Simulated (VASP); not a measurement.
# SiC (P6_3mc) in VASP: a series of runs, part 2 of 2

VASP 6.6.1. Earlier steps stand in the parts before.

**3. Relaxation of cell and atoms, PBEsol**

This run uses another cell than the first one, of 10.34 Å³/atom, 1.003 times its volume.

INCAR

```
ALGO = Normal
EDIFF = 1E-7
EDIFFG = -0.005
ENCUT = 600
GGA = PS
IBRION = 2
ISIF = 3
ISMEAR = 0
KPAR = 2
LASPH = True
LCHARG = False
LREAL = False
LWAVE = False
NELM = 80
NSW = 90
PREC = Accurate
SIGMA = 0.03
```

KPOINTS

```
k-points
0
Gamma
  12 12 3
```

POSCAR

```
SiC                                     
1.0
    3.0789830401      0.0000000000     -0.0000000000
   -1.5394915200      2.6664775305      0.0000000000
   -0.0000000000      0.0000000000     10.0795947977
  Si              C             
     4     4
Direct
     0.6666666699999979    0.3333333300000021    0.9378313346205783
     0.3333333300000021    0.6666666699999979    0.4378313346205783
     1.0000000000000000    0.0000000000000000    0.6878993575391326
     0.0000000000000000    0.0000000000000000    0.1878993575391326
     0.6666666699999979    0.3333333300000021    0.7498119035729851
     0.3333333300000021    0.6666666699999979    0.2498119035729851
     0.0000000000000000    0.0000000000000000    0.5004564042673113
     0.0000000000000000    0.0000000000000000    0.0004564042673112
```

Potentials or basis: VASP PAW PBE potentials, release 64 (Si, C).

Launch:

```bash
> cat potpaw_PBE.64/Si/POTCAR potpaw_PBE.64/C/POTCAR > POTCAR
> mpirun -np 2 vasp_std > vasp.out
```

OUTCAR:

```text
EDIFF = 1E-7
   EDIFFG = -0.005
   ENCUT = 600
   GGA = PS
   IBRION = 2
   ISIF = 3
   ISMEAR = 0
   LASPH = True
   LREAL = False
   NELM = 80
   NSW = 90
   PREC = Accurate

 ion  position               nearest neighbor table
   1  0.667  0.333  0.938-   8 1.89   8 1.89   8 1.89   5 1.90   3 3.08   3 3.08   3 3.08   4 3.08
                             4 3.08   4 3.08
   2  0.333  0.667  0.438-   7 1.89   7 1.89   7 1.89   6 1.90   4 3.08   4 3.08   4 3.08   3 3.08
                             3 3.08   3 3.08
   3  0.000  0.000  0.688-   5 1.88   5 1.88   5 1.88   7 1.89   1 3.08   1 3.08   1 3.08   2 3.08
                             2 3.08   2 3.08
   4  0.000  0.000  0.188-   6 1.88   6 1.88   6 1.88   8 1.89   2 3.08   2 3.08   2 3.08   1 3.08
                             1 3.08   1 3.08
   5  0.667  0.333  0.750-   3 1.88   3 1.88   3 1.88   1 1.90
   6  0.333  0.667  0.250-   4 1.88   4 1.88   4 1.88   2 1.90
   7  0.000  0.000  0.500-   2 1.89   2 1.89   2 1.89   3 1.89
   8  0.000  0.000  0.000-   1 1.89   1 1.89   1 1.89   4 1.89

  LATTYP: Found a hexagonal cell.
 ALAT       =     3.0789830401
 C/A-ratio  =     3.2736766219

  Lattice vectors:

 A1 = (   3.0789830401,   0.0000000000,   0.0000000000)
 A2 = (  -1.5394915200,   2.6664775305,   0.0000000000)
 A3 = (   0.0000000000,   0.0000000000,  10.0795947977)

Analysis of symmetry for initial positions (statically):
=====================================================================
 Subroutine PRICEL returns:
 Original cell was already a primitive cell.

 Routine SETGRP: Setting up the symmetry group for a
 hexagonal supercell.

 Subroutine GETGRP returns: Found 12 space group operations
 (whereof  6 operations were pure point group operations)
 out of a pool of 24 trial point group operations.

The static configuration has the point symmetry C_3v.
 The point group associated with its full space group is C_6v.

Analysis of symmetry for dynamics (positions and initial velocities):
=====================================================================
 Subroutine PRICEL returns:
[... 153 lines left out ...]
 conjugate gradient relaxation of ions
 non-spin polarized calculation
 Gauss-broadening in eV      SIGMA  =   0.03
  energy-cutoff  :      600.00
  volume of cell :       82.75
 maximum number of plane-waves:      2802
 NGX is ok and might be reduce to    28
   NGX = 13   NGY = 13   NGZ = 41

 number of electron      31.9999999 magnetization

 Free energy of the ion-electron system (eV)
  ---------------------------------------------------
  ext. energy  EPLUGINS =         0.00000000
  ---------------------------------------------------
  free energy    TOTEN  =       -63.67626898 eV

  energy without entropy =      -63.67626898  energy(sigma->0) =      -63.67626898

 E-fermi :   8.2697     XC(G=0): -11.5027

 val. band max:        8.1247827004   @ k =   0.0000   0.0000   0.0000
 cond. band min:      10.2339790806   @ k =   0.5000   0.0000   0.0000
 fundamental gap:      2.1091963802
 Fermi energy:         8.2697201208

 k-point     1 :       0.0000    0.0000    0.0000
  band No.  band energies     occupation
      1      -7.3776      2.00000
      2      -6.1943      2.00000
      3      -6.1585      2.00000
      4      -3.7733      2.00000
      5      -0.5501      2.00000
      6       3.7208      2.00000
[... 565 lines left out ...]
     20      13.3164      0.00000
     21      13.8376      0.00000

 [... further k-points ...]

------------------------ aborting loop because EDIFF is reached ----------------------------------------

  FORCE on cell =-STRESS in cart. coord.  units (eV):
  Direction    XX          YY          ZZ          XY          YZ          ZX
  --------------------------------------------------------------------------------------
  -------------------------------------------------------------------------------------
  Total        0.0039277      0.0039277      0.0005474      0.0000000      0.0000000     -0.0000000
  in kB        0.0760430      0.0760430      0.0105986      0.0000000      0.0000000     -0.0000000
  external PRESSURE =       0.0542282 kB  Pullay stress =       0.0000000 kB

 VOLUME and BASIS-vectors are now :
 -----------------------------------------------------------------------------
  energy-cutoff  :      600.00
  volume of cell :       82.75
      direct lattice vectors                 reciprocal lattice vectors
     3.078983040  0.000000000  0.000000000     0.324782562  0.187513300  0.000000000
    -1.539491520  2.666477530  0.000000000     0.000000000  0.375026599  0.000000000
     0.000000000  0.000000000 10.079594798     0.000000000  0.000000000  0.099210337

 POSITION                                       TOTAL-FORCE (eV/Angst)
 -----------------------------------------------------------------------------------
      1.53949      0.88883      9.45296        -0.000000     -0.000000      0.002066
     -0.00000      1.77765      4.41316         0.000000     -0.000000      0.002066
      0.00000      0.00000      6.93375         0.000000     -0.000000      0.001855
      0.00000      0.00000      1.89395        -0.000000     -0.000000      0.001855
      1.53949      0.88883      7.55780         0.000000      0.000000     -0.001482
     -0.00000      1.77765      2.51800        -0.000000      0.000000     -0.001482
      0.00000      0.00000      5.04440         0.000000     -0.000000     -0.002439
      0.00000      0.00000      0.00460        -0.000000      0.000000     -0.002439
 -----------------------------------------------------------------------------------
    total drift:                                0.000000      0.000000      0.000073

  FREE ENERGIE OF THE ION-ELECTRON SYSTEM (eV)
  ---------------------------------------------------
  free  energy   TOTEN  =       -63.6762689794 eV

  energy  without entropy=      -63.6762689794  energy(sigma->0) =      -63.67626898

 reached required accuracy - stopping structural energy minimisation
```

OSZICAR:

```text
N       E                     dE             d eps       ncg     rms          rms(c)
DAV:   1     0.935815109543E+02    0.93582E+02   -0.16163E+04  1596   0.155E+03
DAV:   2    -0.628729993104E+02   -0.15645E+03   -0.14822E+03  2236   0.225E+02
DAV:   3    -0.707259284229E+02   -0.78529E+01   -0.78094E+01  1979   0.520E+01
DAV:   4    -0.708591523361E+02   -0.13322E+00   -0.13288E+00  1990   0.751E+00
DAV:   5    -0.708623962962E+02   -0.32440E-02   -0.32428E-02  1911   0.113E+00    0.175E+01
DAV:   6    -0.639883612879E+02    0.68740E+01   -0.22632E+01  1876   0.228E+01    0.788E+00
DAV:   7    -0.637310666187E+02    0.25729E+00   -0.17231E+00  2187   0.667E+00    0.328E+00
DAV:   8    -0.636804069577E+02    0.50660E-01   -0.10770E-01  1891   0.185E+00    0.793E-01
DAV:   9    -0.636760531054E+02    0.43539E-02   -0.11689E-02  1941   0.629E-01    0.159E-01
DAV:  10    -0.636762595248E+02   -0.20642E-03   -0.77248E-04  1979   0.166E-01    0.666E-02
DAV:  11    -0.636762678549E+02   -0.83301E-05   -0.68189E-05  1951   0.597E-02    0.131E-02
DAV:  12    -0.636762685642E+02   -0.70933E-06   -0.44616E-06  1998   0.121E-02    0.458E-03
DAV:  13    -0.636762689923E+02   -0.42804E-06   -0.29733E-07  1521   0.327E-03    0.183E-03
DAV:  14    -0.636762689794E+02    0.12856E-07   -0.30194E-08  1263   0.116E-03
   1 F= -.63676269E+02 E0= -.63676269E+02  d E =-.636763E+02
```

CONTCAR:

```text
SiC
   1.00000000000000
     3.0789830400999998    0.0000000000000000    0.0000000000000000
    -1.5394915199999999    2.6664775304999999    0.0000000000000000
     0.0000000000000000    0.0000000000000000   10.0795947977000004
  Si              C
     4     4
Direct
     0.6666666699999979    0.3333333300000021    0.9378313346205758
     0.3333333300000021    0.6666666699999979    0.4378313346205758
     0.0000000000000000    0.0000000000000000    0.6878993575391306
     0.0000000000000000    0.0000000000000000    0.1878993575391306
     0.6666666699999979    0.3333333300000021    0.7498119035729829
     0.3333333300000021    0.6666666699999979    0.2498119035729829
     0.0000000000000000    0.0000000000000000    0.5004564042673110
     0.0000000000000000    0.0000000000000000    0.0004564042673110

  0.00000000E+00  0.00000000E+00  0.00000000E+00
  0.00000000E+00  0.00000000E+00  0.00000000E+00
  0.00000000E+00  0.00000000E+00  0.00000000E+00
  0.00000000E+00  0.00000000E+00  0.00000000E+00
  0.00000000E+00  0.00000000E+00  0.00000000E+00
  0.00000000E+00  0.00000000E+00  0.00000000E+00
  0.00000000E+00  0.00000000E+00  0.00000000E+00
  0.00000000E+00  0.00000000E+00  0.00000000E+00
```

Wall time 56 s (2 MPI ranks of Intel Xeon Platinum 8488C (Sapphire Rapids), shared host); peak memory 0.24 GiB.

Results:

```
Free energy             : -63.6763 eV
Pressure after relaxing : 0.0 GPa
Band gap on the k mesh  : 2.11 eV, indirect (least direct gap 3.23 eV)
```

Forces on the atoms (eV/Å):
```
Si   0.000  0.000  0.002
Si   0.000  0.000  0.002
Si   0.000  0.000  0.002
Si   0.000  0.000  0.002
C    0.000  0.000 -0.001
C    0.000  0.000 -0.001
C    0.000  0.000 -0.002
C    0.000  0.000 -0.002
```

Final structure:
```yaml
crystal:
  lattice:
    - [3.07898, 0.00000, 0.00000]
    - [-1.53949, 2.66648, 0.00000]
    - [0.00000, 0.00000, 10.07959]
  atoms:
    - { symbol: Si, position: [0.66667, 0.33333, 0.93783] }
    - { symbol: Si, position: [0.33333, 0.66667, 0.43783] }
    - { symbol: Si, position: [0.00000, 0.00000, 0.68790] }
    - { symbol: Si, position: [0.00000, 0.00000, 0.18790] }
    - { symbol: C, position: [0.66667, 0.33333, 0.74981] }
    - { symbol: C, position: [0.33333, 0.66667, 0.24981] }
    - { symbol: C, position: [0.00000, 0.00000, 0.50046] }
    - { symbol: C, position: [0.00000, 0.00000, 0.00046] }
```

Levels at points of the mesh, in eV from the valence-band top:
```csv
k point,band 12,band 13,band 14,band 15,band 16,band 17,band 18,band 19,band 20,band 21
"(0.00, 0.00, 0.00)",-0.59,-0.59,-0.05,0.00,0.00,5.03,5.60,6.24,6.24,6.91
"(0.50, 0.00, 0.00)",-2.40,-2.38,-2.23,-1.59,-1.13,2.11,2.24,4.11,4.65,5.19
```

Caveat: the relaxation stopped at its first step, so nothing moved; the PAW data sets were made with another functional, which shifts forces and pressure a little; an odd mesh through Γ misses points on the zone boundary, where band edges often lie.
